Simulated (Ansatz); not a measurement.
Take LaAlO$_{3}$ (space group R-3c, No. 167; a = 5.3534 Å, c = 13.0483 Å (hexagonal axes)) as the base. Axes: x lies along a and z along c of the hexagonal cell.

The values are results of Kohn–Sham DFT with the PBEsol functional, run in Ansatz (a quantum-chemistry and plane-wave program) with PAW and 420 eV plane waves, spin-orbit coupling left out, not measurements.

One thing is altered: tensile biaxial strain of 2.65 % in the plane normal to [001], as in epitaxy on a mismatched substrate; the out-of-plane cell vector and the atoms relax.

What happens to the energy relative to the base and ratio −ε⊥/ε∥?

The energy rises by 20 meV/atom; the ratio −ε⊥/ε∥ is 0.45.

Whether these cells are dynamically stable was not tested.
